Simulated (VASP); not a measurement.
# Cu (Fm-3m) in VASP: notebook

The runs below take Cu through band structure, optical spectrum, density of states, with PBE, optPBE-vdW, PBE+TS.

Everything below comes from runs of VASP 6.6.1. Logs are shortened: lines on timing, memory, paths and dates and some standing lists are left out, and cuts for length are marked.

## (1) The crystal as given

The structure is cubic, space group Fm-3m (No. 225). Conventional cell: a = 3.615 Å, b = 3.615 Å, c = 3.615 Å, α = 90.00°, β = 90.00°, γ = 90.00°. Cu (site symmetry m-3m) has 12 Cu at 2.56 Å as nearest neighbours.

## (2) Band structure, PBE

File POSCAR:

```
Cu
1.0
    0.0000000000      1.8075000000      1.8075000000
    1.8075000000      0.0000000000      1.8075000000
    1.8075000000      1.8075000000      0.0000000000
Cu
1
Direct
    0.0000000000      0.0000000000      0.0000000000
```

File INCAR.step1:

```
PREC = Accurate
ENCUT = 600
EDIFF = 1E-6
ISMEAR = -1
SIGMA = 0.05
LREAL = False
LASPH = True
NELM = 100
ALGO = Normal
ISIF = 2
LWAVE = False
LCHARG = True
LMAXMIX = 4
GGA = PE
NBANDS = 16
```

File KPOINTS.step1:

```
regular mesh
0
Gamma
  13 13 13
```

File INCAR.step2:

```
PREC = Accurate
ENCUT = 600
EDIFF = 1E-6
ISMEAR = 0
SIGMA = 0.05
LREAL = False
LASPH = True
NELM = 100
ALGO = Normal
ISIF = 2
LWAVE = False
LCHARG = False
LMAXMIX = 4
GGA = PE
NBANDS = 16
ICHARG = 11
```

File KPOINTS.step2:

```
path GXWKGLUWLK,UX
20
line-mode
reciprocal
 0.0000000000  0.0000000000  0.0000000000  G
 0.5000000000  0.0000000000  0.5000000000  X

 0.5000000000  0.0000000000  0.5000000000  X
 0.5000000000  0.2500000000  0.7500000000  W

 0.5000000000  0.2500000000  0.7500000000  W
 0.3750000000  0.3750000000  0.7500000000  K

 0.3750000000  0.3750000000  0.7500000000  K
 0.0000000000  0.0000000000  0.0000000000  G

 0.0000000000  0.0000000000  0.0000000000  G
 0.5000000000  0.5000000000  0.5000000000  L

 0.5000000000  0.5000000000  0.5000000000  L
 0.6250000000  0.2500000000  0.6250000000  U

 0.6250000000  0.2500000000  0.6250000000  U
 0.5000000000  0.2500000000  0.7500000000  W

 0.5000000000  0.2500000000  0.7500000000  W
 0.5000000000  0.5000000000  0.5000000000  L

 0.5000000000  0.5000000000  0.5000000000  L
 0.3750000000  0.3750000000  0.7500000000  K

 0.6250000000  0.2500000000  0.6250000000  U
 0.5000000000  0.0000000000  0.5000000000  X
```

Potentials or basis: VASP PAW PBE potentials, release 64 (Cu_sv_GW).

On the command line:

```
cat potpaw_PBE.64/Cu_sv_GW/POTCAR > POTCAR
cp INCAR.step1 INCAR
cp KPOINTS.step1 KPOINTS
mpirun -np 1 vasp_std > vasp.out
cp INCAR.step2 INCAR
cp KPOINTS.step2 KPOINTS
mpirun -np 1 vasp_std > vasp.out
```

OUTCAR:

```text
PREC = Accurate
   ENCUT = 600
   EDIFF = 1E-6
   ISMEAR = 0
   LREAL = False
   LASPH = True
   NELM = 100
   ISIF = 2
   GGA = PE
   ICHARG = 11

 ion  position               nearest neighbor table
   1  0.000  0.000  0.000-

  LATTYP: Found a face centered cubic cell.
 ALAT       =     3.6150000000

  Lattice vectors:

 A1 = (   0.0000000000,   1.8075000000,   1.8075000000)
 A2 = (   1.8075000000,   0.0000000000,   1.8075000000)
 A3 = (   1.8075000000,   1.8075000000,   0.0000000000)

Analysis of symmetry for initial positions (statically):
=====================================================================
 Subroutine PRICEL returns:
 Original cell was already a primitive cell.

 Routine SETGRP: Setting up the symmetry group for a
 face centered cubic supercell.

 Subroutine GETGRP returns: Found 48 space group operations
 (whereof 48 operations were pure point group operations)
 out of a pool of 48 trial point group operations.

The static configuration has the point symmetry O_h .

Analysis of symmetry for dynamics (positions and initial velocities):
=====================================================================
 Subroutine PRICEL returns:
 Original cell was already a primitive cell.

 Routine SETGRP: Setting up the symmetry group for a
 face centered cubic supercell.

 Subroutine GETGRP returns: Found 48 space group operations
 (whereof 48 operations were pure point group operations)
 out of a pool of 48 trial point group operations.

The dynamic configuration has the point symmetry O_h .

 Subroutine INISYM returns: Found 48 space group operations
 (whereof 48 operations are pure point group operations),
 and found     1 'primitive' translations

----------------------------------------------------------------------------------------

                                     Primitive cell

  volume of cell :      11.8104

  direct lattice vectors                    reciprocal lattice vectors
     0.000000000  1.807500000  1.807500000    -0.276625173  0.276625173  0.276625173
     1.807500000  0.000000000  1.807500000     0.276625173 -0.276625173  0.276625173
     1.807500000  1.807500000  0.000000000     0.276625173  0.276625173 -0.276625173

  length of vectors
     2.556191014  2.556191014  2.556191014     0.479128854  0.479128854  0.479128854

  position of ions in fractional coordinates (direct lattice)
     0.000000000  0.000000000  0.000000000

  ion indices of the primitive-cell ions
   primitive index   ion index
                 1           1

----------------------------------------------------------------------------------------

 KPOINTS: path GXWKGLUWLK,UX

Interpolating k-points between supplied coordinates.

 Line segments in fractional coordinates (reciprocal lattice):
    0.000000  0.000000  0.000000  ...  0.500000  0.000000  0.500000
    0.500000  0.000000  0.500000  ...  0.500000  0.250000  0.750000
    0.500000  0.250000  0.750000  ...  0.375000  0.375000  0.750000
    0.375000  0.375000  0.750000  ...  0.000000  0.000000  0.000000
    0.000000  0.000000  0.000000  ...  0.500000  0.500000  0.500000
    0.500000  0.500000  0.500000  ...  0.625000  0.250000  0.625000
    0.625000  0.250000  0.625000  ...  0.500000  0.250000  0.750000
    0.500000  0.250000  0.750000  ...  0.500000  0.500000  0.500000
    0.500000  0.500000  0.500000  ...  0.375000  0.375000  0.750000
    0.625000  0.250000  0.625000  ...  0.500000  0.000000  0.500000

 Generated    20 points on each line segment, for a total of    200 k-points:

 Following reciprocal coordinates:
            Coordinates               Weight
  0.000000  0.000000  0.000000      0.005000
  0.026316  0.000000  0.026316      0.005000
  0.052632  0.000000  0.052632      0.005000
  0.078947  0.000000  0.078947      0.005000
  0.105263  0.000000  0.105263      0.005000
  0.131579  0.000000  0.131579      0.005000
[... 16 lines left out ...]
  0.500000  0.026316  0.526316      0.005000
  0.500000  0.039474  0.539474      0.005000
 [... further k-points ...]
   k-points           NKPTS =    200   k-points in BZ     NKDIM =    200   number of bands    NBANDS=     16
   number of dos      NEDOS =    301   number of ions     NIONS =      1
   total plane-waves  NPLWV =   8000
   dimension x,y,z NGX =    20 NGY =   20 NGZ =   20
   dimension x,y,z NGXF=    40 NGYF=   40 NGZF=   40
   ions per type =               1
   NGX,Y,Z   is equivalent  to a cutoff of  13.01, 13.01, 13.01 a.u.
   NGXF,Y,Z  is equivalent  to a cutoff of  26.01, 26.01, 26.01 a.u.
 SYSTEM =  unknown system
   PREC   = accura    normal or accurate (medium, high low for compatibility)
   ISTART =      0    job   : 0-new  1-cont  2-samecut
   ICHARG =     11    charge: 1-file 2-atom 10-const
   ISPIN  =      1    spin polarized calculation?
   LNONCOLLINEAR =      F non collinear calculations
   LSORBIT =      F    spin-orbit coupling
   LASPH  =      T    aspherical Exc in radial PAW
   ENCUT  =  600.0 eV  44.10 Ry    6.64 a.u.   5.11  5.11  5.11*2*pi/ulx,y,z
   NELM   =    100;   NELMIN=  2; NELMDL=  0     # of ELM steps
   EDIFF  = 0.1E-05   stopping-criterion for ELM
   LREAL  =      F    real-space projection
   EDIFFG = 0.1E-04   stopping-criterion for IOM
   NSW    =      0    number of steps for IOM
   IBRION =     -1    ionic relax: 0-MD 1-quasi-New 2-CG
   NFREE  =      0    steps in history (QN), initial steepest desc. (CG)
   ISIF   =      2    stress and relaxation
   ISYM   =      2    0-nonsym 1-usesym 2-fastsym
   POTIM  = 0.5000    time-step for ionic-motion
   TEBEG  =    0.0;   TEEND  =   0.0 temperature during run
   PSTRESS=    0.0 pullay stress
   NELECT =      19.0000    total number of electrons
   NUPDOWN=      -1.0000    fix difference up-down
   EMIN   =  10.00;   EMAX   =-10.00  energy-range for DOS
   EFERMI =   0.00;   METHOD = LEGACY
   ISMEAR =     0;   SIGMA  =   0.05  broadening in eV -4-tet -1-fermi 0-gaus
   EFERMI_NEDOS =   21; number of points for ismear=-14 and -15
   IALGO  =     38    algorithm
   IMIX   =      4    mixing-type and parameters
     AMIX     =   0.40;   BMIX     =  1.00
     AMIX_MAG =   1.60;   BMIX_MAG =  1.00
  volume/ion in A,a.u.               =      11.81        79.70
  Fermi-wavevector in a.u.,A,eV,Ry     =   1.918246  3.624960 50.064940  3.679669
  Thomas-Fermi vector in A             =   2.953290
   LORBIT       =      0    0 simple, 1 ext, 2 COOP (PROOUT), +10 PAW based schemes
   GGA     = PE    functional components
   LHFCALC =     F    Hartree Fock is set to
   AEXX    =    0.0000 exact exchange contribution
   IVDW    =     0    specifies the selected vdW correction
   LEPSILON=     F    determine dielectric tensor
   LRPA    =     F    only Hartree local field effects (RPA)
 non-spin polarized calculation
 Gauss-broadening in eV      SIGMA  =   0.05
  energy-cutoff  :      600.00
  volume of cell :       11.81
 maximum number of plane-waves:       411

 number of electron      18.9999987 magnetization

 Free energy of the ion-electron system (eV)
  ---------------------------------------------------
  ext. energy  EPLUGINS =         0.00000000
  ---------------------------------------------------
  free energy    TOTEN  =        -2.40105204 eV

  energy without entropy =       -2.40089562  energy(sigma->0) =       -2.40097383

 E-fermi :   9.5108     XC(G=0): -13.3603

 val. band max:        9.4657625934   @ k =   0.5000   0.3816   0.6184
 cond. band min:       9.5633756853   @ k =   0.5461   0.0921   0.5461
 fundamental gap:      0.0976130919
 Fermi energy:         9.5107911526

 k-point     1 :       0.0000    0.0000    0.0000
  band No.  band energies     occupation
      1    -104.9746      2.00000
      2     -62.3102      2.00000
      3     -62.3101      2.00000
      4     -62.3101      2.00000
      5      -1.8213      2.00000
      6       4.5873      2.00000
[... 8 lines left out ...]
     15      35.2347      0.00000
     16      35.2347      0.00000

 k-point     2 :       0.0263    0.0000    0.0263
  band No.  band energies     occupation
      1    -104.9741      2.00000
      2     -62.3105      2.00000
      3     -62.3103      2.00000
      4     -62.3103      2.00000
      5      -1.7875      2.00000
      6       4.5771      2.00000
[... 8 lines left out ...]
     15      35.4346      0.00000
     16      35.6797      0.00000

 k-point     3 :       0.0526    0.0000    0.0526
  band No.  band energies     occupation
      1    -104.9735      2.00000
      2     -62.3123      2.00000
      3     -62.3111      2.00000
      4     -62.3111      2.00000
      5      -1.6865      2.00000
      6       4.5469      2.00000
[... 8 lines left out ...]
     15      35.9797      0.00000
     16      36.5948      0.00000

 k-point     4 :       0.0789    0.0000    0.0789
  band No.  band energies     occupation
      1    -104.9725      2.00000
      2     -62.3153      2.00000
      3     -62.3123      2.00000
      4     -62.3123      2.00000
      5      -1.5191      2.00000
      6       4.4975      2.00000
[... 8 lines left out ...]
     15      36.7794      0.00000
     16      37.6438      0.00000
[... 324 lines left out ...]
 k-point    22 :       0.5000    0.0132    0.5132
  band No.  band energies     occupation
      1    -104.9552      2.00000
      2     -62.4114      2.00000
      3     -62.3509      2.00000
      4     -62.3508      2.00000
      5       2.7109      2.00000
      6       3.1794      2.00000
[... 8 lines left out ...]
     15      27.8473      0.00000
     16      49.6688      0.00000

 k-point    23 :       0.5000    0.0263    0.5263
  band No.  band energies     occupation
      1    -104.9552      2.00000
      2     -62.4111      2.00000
      3     -62.3512      2.00000
      4     -62.3508      2.00000
      5       2.7229      2.00000
      6       3.1865      2.00000
[... 8 lines left out ...]
     15      28.0147      0.00000
     16      49.3981      0.00000

 k-point    24 :       0.5000    0.0395    0.5395
  band No.  band energies     occupation
      1    -104.9553      2.00000
      2     -62.4106      2.00000
      3     -62.3518      2.00000
      4     -62.3511      2.00000
      5       2.7425      2.00000
      6       3.1977      2.00000
[... 8 lines left out ...]
     15      28.2822      0.00000
     16      48.9386      0.00000

 [... further k-points ...]

------------------------ aborting loop because EDIFF is reached ----------------------------------------

  FORCE on cell =-STRESS in cart. coord.  units (eV):
  Direction    XX          YY          ZZ          XY          YZ          ZX
  --------------------------------------------------------------------------------------
  -------------------------------------------------------------------------------------
  Total        7.0634499      7.0634499      7.0634499      0.0000000     -0.0000000     -0.0000000
  in kB      958.2140518    958.2140518    958.2140518      0.0000000     -0.0000000     -0.0000000
  external PRESSURE =     958.2140518 kB  Pullay stress =       0.0000000 kB

 VOLUME and BASIS-vectors are now :
 -----------------------------------------------------------------------------
  energy-cutoff  :      600.00
  volume of cell :       11.81
      direct lattice vectors                 reciprocal lattice vectors
     0.000000000  1.807500000  1.807500000    -0.276625173  0.276625173  0.276625173
     1.807500000  0.000000000  1.807500000     0.276625173 -0.276625173  0.276625173
     1.807500000  1.807500000  0.000000000     0.276625173  0.276625173 -0.276625173

 POSITION                                       TOTAL-FORCE (eV/Angst)
 -----------------------------------------------------------------------------------
      0.00000      0.00000      0.00000         0.000000      0.000000      0.000000
 -----------------------------------------------------------------------------------
    total drift:                                0.000000      0.000000      0.000000

  FREE ENERGIE OF THE ION-ELECTRON SYSTEM (eV)
  ---------------------------------------------------
  free  energy   TOTEN  =        -2.4010520395 eV

  energy  without entropy=       -2.4008956225  energy(sigma->0) =       -2.40097383
```

It took 30 s on 1 thread of AMD EPYC 9R45 (Zen 5), shared host; peak memory 0.14 GiB.

What came out:

| Property | Result |
| --- | --- |
| Band gap along the path | none (metal or under the smearing width) |

Levels at the corners of the path, in eV from the Fermi level:
```
point  band 7  band 8  band 9  band 10  band 11  band 12
    Γ   -3.18   -3.18   -2.35    -2.35    22.42    25.03
    X   -1.79   -1.63   -1.63     1.26     6.92    12.86
    X   -1.79   -1.63   -1.63     1.26     6.92    12.86
    W   -3.70   -2.39   -1.63     6.00     6.00     8.12
    W   -3.70   -2.39   -1.63     6.00     6.00     8.12
    K   -2.93   -2.21   -1.83     4.13     5.53     7.63
    K   -2.93   -2.21   -1.83     4.13     5.53     7.63
    Γ   -3.18   -3.18   -2.35    -2.35    22.42    25.03
    Γ   -3.18   -3.18   -2.35    -2.35    22.42    25.03
    L   -3.21   -1.77   -1.77    -1.23     3.57    20.91
    L   -3.21   -1.77   -1.77    -1.23     3.57    20.91
    U   -2.93   -2.21   -1.83     4.13     5.53     7.63
    U   -2.93   -2.21   -1.83     4.13     5.53     7.63
    W   -3.70   -2.39   -1.63     6.00     6.00     8.12
    W   -3.70   -2.39   -1.63     6.00     6.00     8.12
    L   -3.21   -1.77   -1.77    -1.23     3.57    20.91
    L   -3.21   -1.77   -1.77    -1.23     3.57    20.91
    K   -2.93   -2.21   -1.83     4.13     5.53     7.63
    U   -2.93   -2.21   -1.83     4.13     5.53     7.63
    X   -1.79   -1.63   -1.63     1.26     6.92    12.86
```

Caveat: the log is that of the step along the path at fixed density, whose energy, stress, charges and moments have no meaning.

## (3) Band structure, PBE

File INCAR:

```
ALGO = Normal
EDIFF = 1E-6
ENCUT = 550
GGA = PE
ISIF = 2
ISMEAR = -1
LASPH = T
LCHARG = F
LMAXMIX = 4
LREAL = F
LWAVE = F
NELM = 80
PREC = Accurate
SIGMA = 0.05
```

File KPOINTS:

```
k-points
0
Gamma
  13 13 13
```

POSCAR is that of step 2.

File KPOINTS_OPT:

```
path GXWKGLUWLK,UX
15
line-mode
reciprocal
 0.0000000000  0.0000000000  0.0000000000  G
 0.5000000000  0.0000000000  0.5000000000  X

 0.5000000000  0.0000000000  0.5000000000  X
 0.5000000000  0.2500000000  0.7500000000  W

 0.5000000000  0.2500000000  0.7500000000  W
 0.3750000000  0.3750000000  0.7500000000  K

 0.3750000000  0.3750000000  0.7500000000  K
 0.0000000000  0.0000000000  0.0000000000  G

 0.0000000000  0.0000000000  0.0000000000  G
 0.5000000000  0.5000000000  0.5000000000  L

 0.5000000000  0.5000000000  0.5000000000  L
 0.6250000000  0.2500000000  0.6250000000  U

 0.6250000000  0.2500000000  0.6250000000  U
 0.5000000000  0.2500000000  0.7500000000  W

 0.5000000000  0.2500000000  0.7500000000  W
 0.5000000000  0.5000000000  0.5000000000  L

 0.5000000000  0.5000000000  0.5000000000  L
 0.3750000000  0.3750000000  0.7500000000  K

 0.6250000000  0.2500000000  0.6250000000  U
 0.5000000000  0.0000000000  0.5000000000  X
```

Potentials or basis: VASP PAW PBE potentials, release 64 (Cu_GW).

On the command line:

```
cat potpaw_PBE.64/Cu_GW/POTCAR > POTCAR
mpirun -np 1 vasp_std > vasp.out
```

Wall time 12 s (1 thread of AMD EPYC 9R45 (Zen 5), shared host); peak memory 0.11 GiB.

It converged, with:

```yaml
Free_energy: -3.7539 eV
Pressure: 0.4 GPa
Band_gap_along_the_path: none (metal or under the smearing width)
```

Levels at the corners of the path, in eV from the Fermi level:
```
point  band 2  band 3  band 4  band 5  band 6  band 7  band 8  band 9
    Γ   -3.20   -3.20   -3.20   -2.37   -2.37   22.46   24.99   24.99
    X   -4.60   -1.82   -1.66   -1.66    1.30    6.93   12.86   12.86
    X   -4.60   -1.82   -1.66   -1.66    1.30    6.93   12.86   12.86
    W   -3.71   -3.71   -2.42   -1.66    6.01    6.01    8.12    8.60
    W   -3.71   -3.71   -2.42   -1.66    6.01    6.01    8.12    8.60
    K   -4.25   -2.94   -2.24   -1.86    4.14    5.54    7.64   14.93
    K   -4.25   -2.94   -2.24   -1.86    4.14    5.54    7.64   14.93
    Γ   -3.20   -3.20   -3.20   -2.37   -2.37   22.46   24.99   24.99
    Γ   -3.20   -3.20   -3.20   -2.37   -2.37   22.46   24.99   24.99
    L   -3.23   -3.23   -1.80   -1.80   -1.20    3.57   20.94   21.80
    L   -3.23   -3.23   -1.80   -1.80   -1.20    3.57   20.94   21.80
    U   -4.25   -2.94   -2.24   -1.86    4.14    5.54    7.64   14.93
    U   -4.25   -2.94   -2.24   -1.86    4.14    5.54    7.64   14.93
    W   -3.71   -3.71   -2.42   -1.66    6.01    6.01    8.12    8.60
    W   -3.71   -3.71   -2.42   -1.66    6.01    6.01    8.12    8.60
    L   -3.23   -3.23   -1.80   -1.80   -1.20    3.57   20.94   21.80
    L   -3.23   -3.23   -1.80   -1.80   -1.20    3.57   20.94   21.80
    K   -4.25   -2.94   -2.24   -1.86    4.14    5.54    7.64   14.93
    U   -4.25   -2.94   -2.24   -1.86    4.14    5.54    7.64   14.93
    X   -4.60   -1.82   -1.66   -1.66    1.30    6.93   12.86   12.86
```

[end of part 1 of 2]
